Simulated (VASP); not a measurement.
# ZnO (zincite) (P6_3mc) in VASP: settings compared, part 3 of 3

VASP 6.6.1. The steps go on from the part before.

### 6 Summary

```tsv
level	potentials or basis	gap on the mesh (eV)	pressure (GPa)	largest force (eV/Å)
PBE	VASP PAW PBE potentials, release 64 (Zn, O)	0.79	6.0	0.07
LDA	VASP PAW LDA potentials, release 64 (Zn, O)	0.74	-	-
PBEsol	VASP PAW PBE potentials, release 64 (Zn, O)	0.68	-0.6	0.07
RPBE	VASP PAW PBE potentials, release 64 (Zn, O)	0.88	-	-
```

Alike in all rows: task band structure; no spin polarisation; cell as given; k mesh 9 × 9 × 5; cutoff (eV) 520; smearing fermi-dirac 0.05 eV.

Caveats: the PAW data sets were made with another functional, which shifts forces and pressure a little (some runs).

Absolute energies hang on the potentials; compare differences alone.

### 7 How close it comes

Step 2. Against the measured gap of ZnO, 3.37 eV (quoted in “Electronic structure of alkaline earth and post-transition metal oxides”, 2009, arxiv:0908.1581), the calculated 0.79 eV is off by -2.58 eV. So large a miss can be the level of theory's own, or it may mean another phase, state or a wrong row. The value is that of PBE, without temperature or zero-point motion. Semilocal functionals fall short of measured gaps as a rule.

Step 3. A measured gap of ZnO is 3.37 eV (quoted in “Electronic structure of alkaline earth and post-transition metal oxides”, 2009, arxiv:0908.1581); the calculated 0.74 eV misses it by -2.63 eV. So large a miss can be the level of theory's own, or it may mean another phase, state or a wrong row. The value is that of LDA, without temperature or zero-point motion. Semilocal functionals fall short of measured gaps as a rule.

Step 4. Against the measured gap of ZnO, 3.37 eV (quoted in “Electronic structure of alkaline earth and post-transition metal oxides”, 2009, arxiv:0908.1581), the calculated 0.69 eV is off by -2.68 eV. So large a miss can be the level of theory's own, or it may mean another phase, state or a wrong row. The value is that of PBEsol, without temperature or zero-point motion. Semilocal functionals fall short of measured gaps as a rule.

Step 5. Against the measured gap of ZnO, 3.37 eV (quoted in “Electronic structure of alkaline earth and post-transition metal oxides”, 2009, arxiv:0908.1581), the calculated 0.88 eV is off by -2.49 eV. So large a miss can be the level of theory's own, or it may mean another phase, state or a wrong row. The value is that of RPBE, without temperature or zero-point motion. Semilocal functionals fall short of measured gaps as a rule.
